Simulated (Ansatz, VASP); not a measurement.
# ZnO (zincite) in VASP and in Ansatz

File INCAR:

```
  ALGO = Normal
  EDIFF = 1E-6
  ENCUT = 520
  GGA = PE
  ISIF = 2
  ISMEAR = 0
  IVDW = 13
  LASPH = True
  LCHARG = False
  LREAL = False
  LWAVE = False
  NBANDS = 26
  NELM = 100
  PREC = Accurate
  SIGMA = 0.01
```

KPOINTS

```
k-points
0
Gamma
  6 6 4
```

Contents of POSCAR:

```
ZnO
1.0
    3.2493080000      0.0000000000      0.0000000000
   -1.6246540000      2.8139832700      0.0000000000
    0.0000000000      0.0000000000      5.2057090000
Zn O
2 2
Direct
    0.3333333333      0.6666666667      0.5000000000
    0.6666666667      0.3333333333      0.0000000000
    0.6666666667      0.3333333333      0.3790100000
    0.3333333333      0.6666666667      0.8790100000
```

Input for Ansatz:

```yaml
crystal:
  lattice:
    - [3.249308, 0.0, 0.0]
    - [-1.624654, 2.81398327, 0.0]
    - [0.0, 0.0, 5.205709]
  atoms:
    - { symbol: Zn, position: [0.3333333333333333, 0.6666666666666666, 0.5] }
    - { symbol: Zn, position: [0.6666666666666666, 0.3333333333333333, 0.0] }
    - { symbol: O, position: [0.6666666666666666, 0.3333333333333333, 0.37901] }
    - { symbol: O, position: [0.3333333333333333, 0.6666666666666666, 0.87901] }
kpoints:
  mp_grid:
    grid: [6, 6, 4]
  band_path:
    path:
      - [0.0, 0.0, 0.0]
      - [-0.015514302894841207, 0.0077571514474206035, 0.0]
      - [0.015514302894841207, -0.0077571514474206035, 0.0]
      - [0.0, -0.013435780415951868, 0.0]
      - [0.0, 0.013435780415951868, 0.0]
      - [0.0, 0.0, -0.024855429589439017]
      - [0.0, 0.0, 0.024855429589439017]
      - [0.015514302894841207, 0.005678628968531263, 0.0]
      - [0.015514302894841207, -0.021192931863372472, 0.0]
      - [-0.015514302894841207, 0.021192931863372472, 0.0]
      - [-0.015514302894841207, -0.005678628968531263, 0.0]
      - [0.015514302894841207, -0.0077571514474206035, 0.024855429589439017]
      - [0.015514302894841207, -0.0077571514474206035, -0.024855429589439017]
      - [-0.015514302894841207, 0.0077571514474206035, 0.024855429589439017]
      - [-0.015514302894841207, 0.0077571514474206035, -0.024855429589439017]
      - [0.0, 0.013435780415951868, 0.024855429589439017]
      - [0.0, 0.013435780415951868, -0.024855429589439017]
      - [0.0, -0.013435780415951868, 0.024855429589439017]
      - [0.0, -0.013435780415951868, -0.024855429589439017]
    npoints: 1
hamiltonian:
  xc: pbe
  dispersion: d4
scf:
  occupations:
    method: fixed
```

Alike in both runs: task single point; functional PBE; dispersion D4; k mesh 6 × 6 × 4; no spin polarisation.

|  | VASP | Ansatz |
| --- | --- | --- |
| version | VASP 6.6.1 | Ansatz 0.2.0 |
| potentials or method | VASP PAW PBE potentials, release 64 (Zn, O) | plane waves, PAW |
| plane-wave cutoff (eV) | 520 | 420 |
| occupations | gaussian, width 0.01 eV | fixed |
| valence electrons in the cell | 36 | 36 |

Ansatz gave:

- gap on the k mesh at the Fermi level (eV): 0.80
- dispersion energy (meV/atom): -238.7

**Question.** Estimate VASP's values.

**Answer.** gap on the k mesh at the Fermi level (eV): 0.79; dispersion energy (meV/atom): -238.6.
